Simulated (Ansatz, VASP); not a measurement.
## BN: VASP beside Ansatz

Contents of INCAR:

```
SYSTEM = BN
ALGO     = Normal         ! electronic algorithm
EDIFF    = 1E-7           ! SCF threshold, eV
ENCUT    = 520            ! plane-wave cutoff, eV
ISIF     = 2              ! what is computed and relaxed
ISMEAR   = 0              ! smearing method
LASPH    = .TRUE.         ! aspherical terms in the spheres
LCHARG   = .FALSE.        ! write CHGCAR
LREAL    = .FALSE.        ! projectors in reciprocal space
LWAVE    = .FALSE.        ! write WAVECAR
NBANDS   = 16             ! bands
NELM     = 100            ! most SCF steps
PREC     = Accurate       ! precision mode
SIGMA    = 0.01           ! smearing width, eV
```

File KPOINTS:

```
k-points
0
G
  12 12 6
  0 0 0
```

Contents of POSCAR:

```
BN
1.0
    2.5439493036      0.0000000000      0.0000000000
   -1.2719746518      2.2031247228      0.0000000000
    0.0000000000      0.0000000000      4.2078167811
B N
2 2
Direct
    0.6666666667      0.3333333333      0.0002035744
    0.3333333333      0.6666666667      0.5002035744
    0.6666666667      0.3333333333      0.3747964256
    0.3333333333      0.6666666667      0.8747964256
```

Input for Ansatz:

```yaml
crystal:
  lattice:
    - [2.5439493036, 0.0, 0.0]
    - [-1.2719746518, 2.2031247228, 0.0]
    - [0.0, 0.0, 4.2078167811]
  atoms:
    - { symbol: B, position: [0.6666666667, 0.3333333333, 0.0002035744] }
    - { symbol: B, position: [0.3333333333, 0.6666666667, 0.5002035744] }
    - { symbol: "N", position: [0.6666666667, 0.3333333333, 0.3747964256] }
    - { symbol: "N", position: [0.3333333333, 0.6666666667, 0.8747964256] }
kpoints:
  mp_grid: { grid: [12, 12, 6] }
  band_path:
    path:
      - [0.0, 0.0, 0.0]
      - [0.5, 0.0, 0.0]
      - [0.3333333333, 0.3333333333, 0.0]
      - [0.0, 0.0, 0.5]
      - [0.5, 0.0, 0.5]
      - [0.3333333333, 0.3333333333, 0.5]
      - [0.1, 0.0, 0.0]
    npoints: 1
hamiltonian:
  xc: lda
scf:
  occupations: { method: fixed }
  n_extra_bands: 5
output:
  forces: true
  stress: true
  eigenvalues: true
```

Alike in both runs: task single point; functional LDA; k mesh 12 × 12 × 6; no spin polarisation.

|  | VASP | Ansatz |
| --- | --- | --- |
| version | VASP 6.6.1 | Ansatz 0.2.0 |
| potentials or method | VASP PAW LDA potentials, release 64 (B, N) | plane waves, PAW |
| plane-wave cutoff (eV) | 520 | 420 |
| occupations | gaussian, width 0.01 eV | fixed |
| valence electrons in the cell | 16 | 16 |

|  | VASP | Ansatz | Ansatz less VASP |
| --- | --- | --- | --- |
| gap on the k mesh at the Fermi level (eV) | 4.96 | 4.98 | +0.026 |
| pressure (GPa) | -8.4 | -9.3 | -0.88 |
| largest component of the traceless stress (GPa) | 0.13 | 0.15 | +0.017 |

As with any semilocal functional, this LDA gap is likely too small. A k mesh can miss the band edges.
